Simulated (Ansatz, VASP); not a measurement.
# One calculation of AlN, two programs

```
Al N
1.0
     0.00000    2.20126    2.20126
     2.20126    0.00000    2.20126
     2.20126    2.20126    0.00000
Al N
1 1
Direct
  0.99715 0.02002 0.00285
  0.75550 0.71143 0.74450
```

Change from the starting cell: mode 4 frozen in at -0.097 Å and mode 5 at -0.073 Å (largest displacements).

Alike in both runs: task single point; functional PBE; k mesh 10 × 10 × 10; occupations gaussian, width 0.05 eV; no spin polarisation.

```csv
,VASP,Ansatz
version,VASP 6.6.1,Ansatz 0.2.0
potentials or method,"VASP PAW PBE potentials, release 64 (Al, N)","scalar-relativistic, plane waves, PAW"
plane-wave cutoff (eV),520,520
valence electrons in the cell,8,8
```

|  | VASP | Ansatz | Ansatz less VASP |
| --- | --- | --- | --- |
| gap on the k mesh at the Fermi level (eV) | 2.83 | 2.84 | +0.008 |
| least direct gap on the mesh (eV) | 3.48 | 3.47 | -0.007 |
| pressure (GPa) | 3.8 | 4.0 | +0.16 |
| largest component of the traceless stress (GPa) | 9.77 | 9.74 | -0.031 |
| rms of the force components (eV/Å) | 1.632 | 1.628 | -0.0036 |

Atom by atom the forces differ by 0.004 eV/Å (rms over components). With one functional, cell and mesh, what is left measures potentials, basis and numerics.

Caveats: forces of over 1 eV/Å show positions far from the minimum, so gaps and moduli don't describe the material at rest. A k mesh can miss the band edges.
